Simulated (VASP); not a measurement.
Ru: relaxation of cell and atoms with PBE

Crystal: Ru.

```
Ru
1.0
     2.71750    0.00000    0.00000
    -1.35875    2.35343    0.00000
     0.00000    0.00000    4.30121
Ru
2
Cartesian
  0.0000 1.5690 1.0753
  1.3588 0.7845 3.2259
```

```yaml
Program: VASP 6.6.1
Task: relaxation of cell and atoms
Functional: PBE
Potentials_or_basis: VASP PAW PBE potentials, release 64 (Ru_pv)
Cutoff: 600 eV
k_mesh: 15 × 15 × 9
Occupations: methfessel-paxton, width 0.1 eV
Spin: no spin polarisation
Further_INCAR_settings: ALGO = Normal; EDIFF = 1e-07; IBRION = 2; EDIFFG = -0.005; NSW = 90; ISIF = 3
```

```
Relaxed volume                         : 13.76 Å³/atom
Relaxed cell                           : a = 2.718 Å, b = 2.718 Å, c = 4.301 Å, α = 90.00°, β = 90.00°, γ = 120.00°
Space group after relaxing (to 0.05 Å) : P6_3/mmc (No. 194)
Energy gained by relaxing              : 0.0 meV/atom
Ionic steps                            : 3
Pressure after relaxing                : 0.0 GPa
Band gap on the k mesh                 : none (metal or under the smearing width)
```

Final structure:
```xyz
2
Lattice="2.7179 0.0000 0.0000 -1.3590 2.3538 0.0000 0.0000 0.0000 4.3006" Properties=species:S:1:pos:R:3 pbc="T T T"
Ru    0.0000    1.5692    1.0751
Ru    1.3590    0.7846    3.2254
```

Levels at points of the mesh, in eV from the Fermi level:
| k point | band 11 | band 12 | band 13 | band 14 | band 15 | band 16 | band 17 | band 18 |
| --- | --- | --- | --- | --- | --- | --- | --- | --- |
| (0.00, 0.00, 0.00) | -2.35 | -1.86 | -1.86 | -1.34 | -1.34 | 1.18 | 1.18 | 1.30 |

Run time: 77 s on 1 thread of Intel(R) Xeon(R) Platinum 8375C CPU @ 2.90GHz (Ice Lake), with other jobs on the host, peak memory 0.2 GiB.
